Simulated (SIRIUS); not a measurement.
Crystal: MgB2.

```
CELL_PARAMETERS angstrom
3.08500 0.00000 0.00000
-1.54250 2.67169 0.00000
0.00000 0.00000 3.52300
ATOMIC_POSITIONS crystal
Mg 0.00000 0.00000 0.00000
B 0.66667 0.33333 0.50000
B 0.33333 0.66667 0.50000
```

Base run:

```yaml
Program: SIRIUS 7.12.0
Functional: WC
Potentials_or_basis: PseudoDojo 0.4.1 PBE standard (scalar relativistic)
Cutoff: 1152 eV
Density_cutoff: 4606 eV
k_mesh: 8 × 8 × 7
Occupations: fermi-dirac, width 0.05 eV
Spin: no spin polarisation
```

Its results: band gap on the k mesh none (metal or under the smearing width); pressure -1.9 GPa.

Question: After a change of settings the same cell gave: band gap on the k mesh none (metal or under the smearing width); pressure 0.3 GPa. Which change was it?
A. functional from WC to AM05; libxc names from ["XC_GGA_X_WC", "XC_GGA_C_PBE"] to ["XC_GGA_X_AM05", "XC_GGA_C_AM05"]
B. functional from WC to PBE; libxc names from ["XC_GGA_X_WC", "XC_GGA_C_PBE"] to ["XC_GGA_X_PBE", "XC_GGA_C_PBE"]
C. functional from WC to LDA; libxc names from ["XC_GGA_X_WC", "XC_GGA_C_PBE"] to ["XC_LDA_X", "XC_LDA_C_PW"]
D. functional from WC to BP86; libxc names from ["XC_GGA_X_WC", "XC_GGA_C_PBE"] to ["XC_GGA_X_B88", "XC_GGA_C_P86"]

Answer: D.

Caveats: the potentials were made for another functional, which shifts forces and pressure.
